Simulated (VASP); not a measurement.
# KCl (Sylvite) in VASP: notebook, part 2 of 2

VASP 6.6.1.

### Step 6. Single point, PBEsol+D4, collinear spin, ferromagnetic start

This run uses another cell than the first one, of 31.15 Å³/atom, 0.990 times its volume.

File INCAR:

```
PREC     = Accurate       # precision mode
ENCUT    = 520            # plane-wave cutoff, eV
EDIFF    = 1E-6           # SCF threshold, eV
ISMEAR   = 0              # smearing method
SIGMA    = 0.025          # smearing width, eV
LREAL    = False          # projectors in reciprocal space
LASPH    = True           # aspherical terms in the spheres
NELM     = 150            # most SCF steps
ALGO     = Normal         # electronic algorithm
ISIF     = 2              # what is computed and relaxed
LWAVE    = False          # write WAVECAR
LCHARG   = False          # write CHGCAR
ISPIN    = 2              # spin polarisation
MAGMOM   = -0.59 0        # initial moments
LORBIT   = 11             # projections on sites
GGA      = PS             # functional
IVDW     = 13             # dispersion correction
NBANDS   = 19             # bands
```

File KPOINTS:

```
Automatic mesh
0
Gamma
  7 7 7
```

File POSCAR:

```
KCl
1.0
    0.0000000000      3.1464700000      3.1464700000
    3.1464700000      0.0000000000      3.1464700000
    3.1464700000      3.1464700000      0.0000000000
K Cl
1 1
Direct
    0.0000000000      0.0000000000      0.0000000000
    0.5000000000      0.5000000000      0.5000000000
```

Potentials or basis: VASP PAW PBE potentials, release 64 (K_sv, Cl).

Command:

```console
$ cat potpaw_PBE.64/K_sv/POTCAR potpaw_PBE.64/Cl/POTCAR > POTCAR
$ mpirun -np 1 vasp_std > vasp.out
```

OUTCAR:

```text
PREC = Accurate
   ENCUT = 520
   EDIFF = 1E-6
   ISMEAR = 0
   LREAL = False
   LASPH = True
   NELM = 150
   ISIF = 2
   ISPIN = 2
   LORBIT = 11
   GGA = PS
   IVDW = 13

 ion  position               nearest neighbor table
   1  0.000  0.000  0.000-   2 3.15   2 3.15   2 3.15   2 3.15   2 3.15   2 3.15
   2  0.500  0.500  0.500-   1 3.15   1 3.15   1 3.15   1 3.15   1 3.15   1 3.15

  LATTYP: Found a face centered cubic cell.
 ALAT       =     6.2929400000

  Lattice vectors:

 A1 = (   0.0000000000,   3.1464700000,   3.1464700000)
 A2 = (   3.1464700000,   0.0000000000,   3.1464700000)
[... 1093 lines left out ...]

 VOLUME and BASIS-vectors are now :
 -----------------------------------------------------------------------------
  energy-cutoff  :      520.00
  volume of cell :       62.30
      direct lattice vectors                 reciprocal lattice vectors
     0.000000000  3.146470000  3.146470000    -0.158908237  0.158908237  0.158908237
     3.146470000  0.000000000  3.146470000     0.158908237 -0.158908237  0.158908237
     3.146470000  3.146470000  0.000000000     0.158908237  0.158908237 -0.158908237

 POSITION                                       TOTAL-FORCE (eV/Angst)
 -----------------------------------------------------------------------------------
      0.00000      0.00000      0.00000         0.000000      0.000000      0.000000
      3.14647      3.14647      3.14647        -0.000000     -0.000000     -0.000000
 -----------------------------------------------------------------------------------
    total drift:                                0.000000      0.000000      0.000000

  FREE ENERGIE OF THE ION-ELECTRON SYSTEM (eV)
  ---------------------------------------------------
  free  energy   TOTEN  =        -7.1506973566 eV

  energy  without entropy=       -7.1506973566  energy(sigma->0) =       -7.15069736

 total charge

# of ion       s       p       d       tot
------------------------------------------
    1        1.956   5.570   0.026   7.552
    2        1.578   3.541   0.000   5.119
--------------------------------------------------
tot          3.534   9.111   0.026  12.671

 magnetization (x)

# of ion       s       p       d       tot
------------------------------------------
    1       -0.000  -0.000  -0.000  -0.000
    2       -0.000  -0.000   0.000  -0.000
--------------------------------------------------
tot         -0.000  -0.000  -0.000  -0.000
```

OSZICAR:

```text
N       E                     dE             d eps       ncg     rms          rms(c)
DAV:   1     0.102136154213E+03    0.10214E+03   -0.66500E+03  1520   0.730E+02
DAV:   2    -0.127131008050E+01   -0.10341E+03   -0.94980E+02  1934   0.203E+02
DAV:   3    -0.699593053579E+01   -0.57246E+01   -0.56911E+01  2011   0.407E+01
DAV:   4    -0.719798698172E+01   -0.20206E+00   -0.20193E+00  2313   0.675E+00
DAV:   5    -0.719947771426E+01   -0.14907E-02   -0.14907E-02  1999   0.645E-01    0.409E+00
DAV:   6    -0.701677821346E+01    0.18270E+00   -0.27614E-01  1874   0.273E+00    0.278E+00
DAV:   7    -0.700642567012E+01    0.10353E-01   -0.76116E-02  1894   0.154E+00    0.192E+00
DAV:   8    -0.701573155779E+01   -0.93059E-02   -0.13593E-02  1780   0.689E-01    0.107E+00
DAV:   9    -0.701995008315E+01   -0.42185E-02   -0.32914E-03  1850   0.357E-01    0.229E-01
DAV:  10    -0.702150957236E+01   -0.15595E-02   -0.10654E-03  1748   0.200E-01    0.102E-01
DAV:  11    -0.702192262997E+01   -0.41306E-03   -0.27275E-04  1723   0.848E-02    0.503E-02
DAV:  12    -0.702205476895E+01   -0.13214E-03   -0.10803E-04  1703   0.528E-02    0.133E-02
DAV:  13    -0.702205804946E+01   -0.32805E-05   -0.32404E-06  2184   0.101E-02    0.503E-03
DAV:  14    -0.702205934171E+01   -0.12922E-05   -0.10080E-06  1677   0.571E-03    0.216E-03
DAV:  15    -0.702205969441E+01   -0.35270E-06   -0.35433E-07  1411   0.314E-03
   1 F= -.71506974E+01 E0= -.71506974E+01  d E =-.623335E-34  mag=     0.0000
```

stdout:

```text
POSCAR found type information on POSCAR K Cl
 POSCAR found :  2 types and       2 ions
 scaLAPACK will be used
 -----------------------------------------------------------------------------
|                                                                             |
|                                                                             |
|     You enforced a specific xc type in the INCAR file but a different       |
|     I HOPE YOU KNOW WHAT YOU ARE DOING!                                     |
|                                                                             |
 -----------------------------------------------------------------------------

 LDA part: xc-table for (Slater+PW92), standard interpolation
 POSCAR, INCAR and KPOINTS ok, starting setup
 FFT: planning ... GRIDC
 FFT: planning ... GRID_SOFT
 FFT: planning ... GRID
 WAVECAR not read
 entering main loop
```

It took 26 s on 1 thread of Intel Xeon 6975P-C (Granite Rapids), shared host; peak memory 0.25 GiB.

Results:

```
Free energy                                           : -7.1507 eV
Pressure                                              : -0.7 GPa
Band gap on the k mesh                                : 5.02 eV, direct
Net moment                                            : 0.00 μB per cell
Valence electrons inside the program's atomic spheres : K 7.55; Cl 5.12
Dispersion energy per atom                            : -0.064 eV
```

Levels at points of the mesh, in eV from the valence-band top:
Spin up:
| k point | band 5 | band 6 | band 7 | band 8 | band 9 | band 10 | band 11 | band 12 |
| --- | --- | --- | --- | --- | --- | --- | --- | --- |
| (0.00, 0.00, 0.00) | -10.57 | 0.00 | 0.00 | 0.00 | 5.02 | 8.29 | 8.29 | 8.29 |
Spin down:
```csv
k point,band 5,band 6,band 7,band 8,band 9,band 10,band 11,band 12
"(0.00, 0.00, 0.00)",-10.57,0.00,0.00,0.00,5.02,8.29,8.29,8.29
```

Caveat: the PAW data sets were made with another functional, which shifts forces and pressure a little.

### Step 7. Summary

```tsv
level	spin	cell	k mesh	cutoff (eV)	smearing	gap on the mesh (eV)	pressure (GPa)
PBEsol	off	a = 4.472, b = 4.472, c = 4.450 Å, angles 60.2, 60.2, 59.7°, 2 atoms	6 × 6 × 6	500	fermi-dirac 0.05 eV	4.99	-0.5
PBEsol	off	a = 4.494, b = 4.494, c = 4.450 Å, angles 60.3, 60.3, 59.3°, 2 atoms	6 × 6 × 6	500	fermi-dirac 0.05 eV	4.96	-0.7
PBEsol	off	a = 4.540, b = 4.540, c = 4.450 Å, angles 60.7, 60.7, 58.7°, 2 atoms	6 × 6 × 6	500	fermi-dirac 0.05 eV	4.89	-0.9
r2SCAN	off	a = 4.450 Å, angles 60.0°, 2 atoms	7 × 7 × 7	520	gaussian 0.01 eV	5.83	0.0
PBEsol+D4	collinear, ferromagnetic start	a = 4.450 Å, angles 60.0°, 2 atoms	7 × 7 × 7	520	gaussian 0.025 eV	5.02	-0.7
```

Alike in all rows: task single point; potentials or basis VASP PAW PBE potentials, release 64 (K_sv, Cl).

Caveats: the PAW data sets were made with another functional, which shifts forces and pressure a little.

Absolute energies hang on the potentials; compare differences alone.

### Step 8. How close it comes

Step 5. Measured gap of KCl: 8.68 eV (a printed reference work, monograph). This calculation gives 5.83 eV (-2.85 eV). The value is that of r2SCAN on a finite k mesh, which can miss the band edges, without temperature or zero-point motion.

Step 6. Against the measured gap of KCl, 8.68 eV (a printed reference work, monograph), the calculated 5.02 eV is off by -3.66 eV. The value is that of PBEsol+D4 on a finite k mesh, which can miss the band edges, without temperature or zero-point motion. Semilocal functionals fall short of measured gaps as a rule.
